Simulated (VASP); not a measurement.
MoS2, 6 atoms in the cell. Symmetry: P6_3/mmc, No. 194, hexagonal system. The conventional cell has a = 3.169 Å, b = 3.169 Å, c = 12.324 Å, α = 90.00°, β = 90.00°, γ = 120.00°. Mo (site symmetry -6m2) has 6 S at 2.41 Å as nearest neighbours. S (site symmetry 3m) has 3 Mo at 2.41 Å as nearest neighbours. 

- Program: VASP 6.6.1
- Task: relaxation of cell and atoms
- Functional: PBE
- Dispersion: D3(BJ)
- Potentials or basis: VASP PAW PBE potentials, release 64 (Mo_sv, S)
- Cutoff: 600 eV
- k mesh: 12 × 12 × 3
- Occupations: gaussian, width 0.03 eV
- Spin: no spin polarisation
- Further INCAR settings: ALGO = Normal; EDIFF = 1e-06; IBRION = 2; EDIFFG = -0.01; NSW = 90; ISIF = 3

Potentials or basis: VASP PAW PBE potentials, release 64 (Mo_sv, S).

Run with:

```bash
$ cat potpaw_PBE.64/Mo_sv/POTCAR potpaw_PBE.64/S/POTCAR > POTCAR
$ mpirun -np 2 vasp_std > vasp.out
```

Hardware: 2 MPI ranks on Intel(R) Xeon(R) 6975P-C (Granite Rapids) (shared host).

Task: How long does it take, and how much memory?

Result: Run time: 9.7 min on 2 MPI ranks on Intel(R) Xeon(R) 6975P-C (Granite Rapids) (shared host), peak memory 0.34 GiB a rank. Counts: scf iterations 99, k points 38, ion steps 11.
